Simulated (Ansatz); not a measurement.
# CoSn2 (I4/mcm) in Ansatz: relaxation of cell and atoms with PBEsol

Aim: the relaxation of cell and atoms of CoSn2 with PBEsol.

Everything below comes from runs of Ansatz 0.2.0. Logs are shortened: lines on timing, memory, paths and dates and some standing lists are left out, and cuts for length are marked.

## (1) The structure

The structure is tetragonal, space group I4/mcm (No. 140). Conventional cell: a = 6.365 Å, b = 6.365 Å, c = 5.457 Å, α = 90.00°, β = 90.00°, γ = 90.00°. Sn (site symmetry m2m) is surrounded by 4 Co at 2.76 Å and 1 Sn at 2.84 Å. Around Co (site symmetry 422) lie 2 Co at 2.73 Å and 8 Sn at 2.76 Å.

## (2) Relaxation of cell and atoms, PBEsol, collinear spin, ferromagnetic start

Contents of input.yaml:

```yaml
crystal:
  lattice:
    - [-3.1825, 3.1825, 2.7285]
    - [3.1825, -3.1825, 2.7285]
    - [3.1825, 3.1825, -2.7285]
  atoms:
    - { symbol: Sn, position: [0.842, 0.658, 0.5] }
    - { symbol: Sn, position: [0.342, 0.842, 0.184] }
    - { symbol: Sn, position: [0.158, 0.342, 0.5] }
    - { symbol: Sn, position: [0.658, 0.158, 0.816] }
    - { symbol: Co, position: [0.75, 0.75, 0.0], spin: 2.0 }
    - { symbol: Co, position: [0.25, 0.25, 0.0], spin: 2.0 }
hamiltonian:
  xc: pbesol
  pseudopotentials: { kind: paw }
magnetization:
  spin_polarized: true
kpoints:
  mp_grid: { grid: [7, 7, 7] }
scf:
  occupations: { method: fermi_dirac, width: 0.05 }
output:
  forces: true
  stress: true
  eigenvalues: true
relax:
  f_tol: 0.01
  max_steps: 40
  cell: { stress_tol: 0.05 }
```

Potentials or basis: Ansatz PAW.

The run is started by

```
$ ansatz run input.yaml --threads 2 --pin off --max-ram 5632MiB --backend cpu --events-out ev --progress --plain --runs-dir out
```

What it wrote:

```text
Warning: RAYON_NUM_THREADS=2 ignored (pool sized by the plan → 2); use --threads N
Engine: ansatz 0.2.0, x86_64-unknown-linux-gnu
Pseudopotentials: kind: paw
Pseudopotential: Sn, paw, valence charge 14, recommended cutoff 420 eV (normal), Sn.paw.azcp
Pseudopotential: Co, paw, valence charge 17, recommended cutoff 420 eV (normal), Co.paw.azcp
Functional definition: PBEsol
  exchange = pbesol_x
  correlation = pbesol_c
Crystal: 6 atoms, lattice volume = 110.540 Å³
Basis set: ecut = 420 eV, 2169 PW (Γ), exchange–correlation on 72×72×72 points (8 copies of the dense FFT grid, shifted against one another)
Bands: 57, of which v1, the nominal top of the filled ones, is band 45 counted from 1 (44 counted from 0)
Symmetry: 16 space group operations
Space group: I4/mcm (ITA 140), of the structure as read, at distance tolerance 4.8e-5 Å
Magnetic group: BNS 140.541 (UNI 1201), of the structure as read, at distance tolerance 4.8e-5 Å
k-points: 40 of 343
Non-local potential: Sn, projectors of the file, l = 0: 2, l = 1: 2, l = 2: 2, l = 3: 2
Non-local potential: Co, projectors of the file, l = 0: 3, l = 1: 2, l = 2: 3, l = 3: 1
PAW form: soft (Blöchl's): semilocal exchange-correlation on the pseudo side does not see the compensation charge
PAW frozen core: Sn, regenerated for the run's functional, and the local potential with it (the file was generated under x = pbe(κ = 0.804, μ = 0.2195149727645171), c = pbe(β = 0.06672455060314922))
PAW frozen core: Co, regenerated for the run's functional, and the local potential with it (the file was generated under x = pbe(κ = 0.804, μ = 0.2195149727645171), c = pbe(β = 0.06672455060314922))
PAW one-centre angular grid: Sn, 590 points (default); XC on 64 Gauss nodes
PAW one-centre angular grid: Co, 590 points (default); XC on 64 Gauss nodes
Initial density: superposition of atomic densities (chi_scale 0.1, normalization cell)
Starting moments: Σ|m| = 4 μB on 2 of 6 sites
Initial wavefunctions: pseudopotential atomic-orbital guess
Functional: x = pbesol(κ = 0.804, μ = 0.12345679012345678), c = pbesol(β = 0.046)
iter 1 solved again at ethr=1.87e-3 eV; its pass at ethr=3.10e-3 eV (dr2=1.68e0 eV) is discarded
[... 137 lines left out ...]
  E_xc         = -1834.904702
  E_vxc        = -800.659342  (∫ρ·V_xc dr)
  E_paw        = -19241.193695  (= ΣΔE_a)
  E_vpaw       = -2419.240656  (= ΣTr[D̂ρ^β])
  E_aug_tail   = 0.000097  (compensation charges beyond the density's cutoff)
  E_ewald      = -10551.852602
  E_core_change = 1.516198  (= ΣΔE_core)
  E_smearing   = -0.021891  (= −TS)
  E_closure    = -0.000000  (closes the sum)
  Σ components = -33985.844107   (vs F -33985.844107, Δ=0.00e0)
--- Forces (eV/Å), atoms counted from 1 ---
  atom   1  Sn    -0.00022844     0.00022844     0.00000000
  atom   2  Sn     0.00022844     0.00022844    -0.00000000
  atom   3  Sn     0.00022844    -0.00022844    -0.00000000
  atom   4  Sn    -0.00022844    -0.00022844     0.00000000
  atom   5  Co     0.00000000     0.00000000     0.00000000
  atom   6  Co    -0.00000000     0.00000000    -0.00000000
  max |Σ_I F_I| component: 2.60e-17 eV/Å
--- Stress (GPa, compression-positive) ---
       -0.008095       0.000000       0.000000
        0.000000      -0.008095      -0.000000
        0.000000      -0.000000       0.010539
  P = ⅓ Tr σ = -0.0019 GPa (-0.019 kbar)
--- Band table (eV; the first three rows and the last of 80) ---
  k-point 0 ↑: bands = ["-78.7879", "-78.7816", "-42.2775", "-42.2535", "-42.2535", "-42.2465", "-42.2465", "-42.2037", "-6.1346", "-6.1060", "-6.0813", "-6.0780", "-6.0780", "-6.0768", "-6.0475", "-6.0406", "-6.0406", "-5.9925", "-5.9738", "-5.9211", "-5.9211", "-5.9135", "-5.8947", "-5.8947", "-5.8919", "-5.8367", "-5.8367", "-5.8305", "3.0548", "9.0758", "10.1173", "10.1173", "11.7443", "11.7443", "12.0512", "12.4250", "12.8288", "12.8288", "12.8963", "13.0521", "13.4363", "14.0712", "14.2355", "14.3192", "14.7948", "14.7948", "15.8270", "15.9028", "15.9028", "16.0616", "18.0754", "20.4069", "20.4069", "20.8878", "21.2869", "23.1572", "27.1182"]
  k-point 1 ↑: bands = ["-78.7879", "-78.7816", "-42.2775", "-42.2535", "-42.2534", "-42.2465", "-42.2465", "-42.2037", "-6.1467", "-6.1101", "-6.1005", "-6.0980", "-6.0717", "-6.0678", "-6.0412", "-6.0209", "-6.0181", "-5.9848", "-5.9751", "-5.9426", "-5.9275", "-5.8980", "-5.8965", "-5.8947", "-5.8826", "-5.8552", "-5.8392", "-5.8164", "3.2203", "8.4985", "9.6828", "10.1063", "11.3829", "11.8265", "12.1900", "12.3748", "12.6098", "12.9350", "13.0384", "13.4367", "13.4492", "14.2518", "14.3985", "14.7711", "14.7729", "14.9041", "15.8977", "16.2252", "16.3086", "16.4522", "18.2622", "18.9340", "19.1705", "22.4325", "22.7344", "23.1858", "25.5674"]
  k-point 2 ↑: bands = ["-78.7879", "-78.7816", "-42.2775", "-42.2536", "-42.2534", "-42.2465", "-42.2465", "-42.2037", "-6.1703", "-6.1284", "-6.1114", "-6.0759", "-6.0742", "-6.0650", "-6.0423", "-6.0230", "-5.9919", "-5.9728", "-5.9654", "-5.9515", "-5.9403", "-5.9004", "-5.8951", "-5.8855", "-5.8739", "-5.8643", "-5.8362", "-5.8128", "3.7141", "7.1315", "9.2141", "10.0722", "11.6026", "11.6497", "11.7878", "12.0508", "12.7489", "13.2422", "13.4457", "13.5922", "13.7926", "14.2427", "14.2528", "14.7204", "14.7933", "15.6820", "16.2675", "16.8863", "17.3768", "17.5399", "18.0745", "18.8228", "18.9681", "22.0235", "22.6511", "22.7810", "24.8220"]
  k-point 39 ↓: bands = ["-78.7878", "-78.7816", "-42.2776", "-42.2536", "-42.2536", "-42.2465", "-42.2465", "-42.2038", "-6.1698", "-6.1550", "-6.1525", "-6.0963", "-6.0404", "-6.0342", "-6.0276", "-6.0210", "-6.0072", "-5.9912", "-5.9595", "-5.9467", "-5.9246", "-5.8863", "-5.8736", "-5.8684", "-5.8627", "-5.8553", "-5.8510", "-5.8435", "5.9220", "6.7357", "7.5067", "8.0186", "9.2260", "9.3793", "12.2956", "12.4525", "13.0947", "13.4650", "13.7295", "14.2240", "14.4974", "14.6903", "14.6931", "15.6008", "15.6828", "16.4025", "17.1308", "17.9502", "18.6348", "19.0529", "19.1808", "20.9831", "21.2129", "21.4010", "21.9886", "23.3786", "23.7505"]
--- Relaxed structure (5 steps of the walk, 4 accepted, 1 SCFs on fresh bases) ---
  F+E_penalty+E_count = -33985.84410725 eV   max|allowed force component| = 2.284e-4 eV/Å   (the final SCF, on the basis selected at the relaxed cell)
  cell:  # Å, volume = 106.4533 Å³
    - [-3.135499379643515, 3.135499379643515, 2.706982793485335]
    - [3.135499379643515, -3.135499379643515, 2.706982793485335]
    - [3.135499379643515, 3.135499379643515, -2.706982793485335]
  atoms:
    - { symbol: Sn, position: [0.8338145808038597, 0.66618541919614, 0.49999999999999994] }
    - { symbol: Sn, position: [0.33381458080385984, 0.8338145808038597, 0.1676291616077197] }
    - { symbol: Sn, position: [0.1661854191961401, 0.3338145808038599, 0.4999999999999999] }
    - { symbol: Sn, position: [0.66618541919614, 0.16618541919614008, 0.8323708383922801] }
    - { symbol: Co, position: [0.7499999999999999, 0.7499999999999999, 1.0901640068982287e-18] }
    - { symbol: Co, position: [0.25, 0.25, 1.0901640068982287e-18] }
```

Wall time 69 s (2 threads of Intel Xeon 6975P-C (Granite Rapids), shared host); peak memory 0.73 GiB.

What came out:

- Free energy: -33985.8441 eV
- Relaxed volume: 17.74 Å³/atom
- Relaxed cell: a = 5.195 Å, b = 5.195 Å, c = 5.195 Å, α = 105.75°, β = 105.75°, γ = 117.19°
- Space group after relaxing (to 0.05 Å): I4/mcm (No. 140)
- Energy gained by relaxing: 29.4 meV/atom
- Ionic steps: 5
- Pressure after relaxing: 0.0 GPa
- Band gap on the k mesh: none (metal or under the smearing width)
- Net moment: 0.00 μB per cell
- Absolute moment: 0.00 μB per cell

The path:
| step | energy change (eV) | largest force (eV/Å) | volume (Å³) |
| --- | --- | --- | --- |
| 1 | 0.0000 | 0.8536 | 110.54 |
| 2 | -0.1666 | 0.1753 | 107.50 |
| 3 | -0.1787 | 0.0029 | 106.23 |
| 4 | -0.1788 | 0.0003 | 106.45 |
| 5 | -0.1767 | 0.0003 | 106.45 |

Final structure:
```
CELL_PARAMETERS angstrom
-3.13550 3.13550 2.70698
3.13550 -3.13550 2.70698
3.13550 3.13550 -2.70698
ATOMIC_POSITIONS crystal
Sn 0.83381 0.66619 0.50000
Sn 0.33381 0.83381 0.16763
Sn 0.16619 0.33381 0.50000
Sn 0.66619 0.16619 0.83237
Co 0.75000 0.75000 0.00000
Co 0.25000 0.25000 0.00000
```

Caveat: the starting moments collapsed, and a magnetic state may lie lower; the plane-wave basis is chosen anew once the cell has moved, so the energies of steps on either side of that aren't comparable; the PAW data sets come from PBE, with cores solved anew for the run's functional, which leaves a small shift of forces and pressure; the starting moments weren't kept.

## (3) For comparison

An earlier run on the cell as given: functional PBEsol; potentials or basis Ansatz PAW; cutoff 420 eV (not typed: the program's choice for these potentials); k mesh 7 × 7 × 7; occupations fermi-dirac, width 0.05 eV; collinear spin, ferromagnetic start; starting moments [0.0, 0.0, 0.0, 0.0, 2.0, 2.0] μB.

- Pressure: -4.1 GPa
- Largest force: 0.854 eV/Å
- Band gap on the k mesh: none (metal or under the smearing width)
- Net moment: 0.00 μB per cell
- Absolute moment: 0.00 μB per cell
